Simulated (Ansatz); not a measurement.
# In (hcp)

Method: r²SCAN, scalar-relativistic; no spin polarisation; PAW, 500 eV, Γ-centred 14×14×8 mesh, 0.05 eV Gaussian smearing; code Ansatz. The datasets are Ansatz's generated set soft_2.

```xyz
2
Lattice="3.3064 0.0000 0.0000 -1.6532 2.8634 0.0000 0.0000 0.0000 5.5963" Properties=species:S:1:pos:R:3 pbc="T T T"
In    0.0000    1.9089    4.1972
In    1.6532    0.9545    1.3991
```

At room temperature and ambient pressure In takes another structure.

**Question.** Which orbitals carry the states at the Fermi level, and how many states are there?

**Answer.** Within 0.1 eV of it: In 5p 72 %, In 5s 28 % (shares among the projected shells). The density of states at the Fermi level is about 0.9 states/eV per cell, averaged over 0.3 eV.

Density of states (tetrahedra, averaged over 0.4 eV; states/eV per cell of 2 atoms; energy in eV from the Fermi level):

```tsv
E (eV)	DOS
-6.45	0.54
-6.05	0.58
-5.65	0.62
-5.25	0.68
-4.85	0.74
-4.45	0.67
-4.05	0.64
-3.65	0.70
-3.25	0.79
-2.85	0.77
-2.45	0.73
-2.05	0.58
-1.65	0.72
-1.25	0.96
-0.85	0.95
-0.45	0.84
-0.05	0.89
0.35	1.02
0.75	1.00
1.15	0.97
1.55	0.98
1.95	0.91
2.35	1.02
2.75	0.99
3.15	1.02
3.55	1.13
3.95	1.15
```
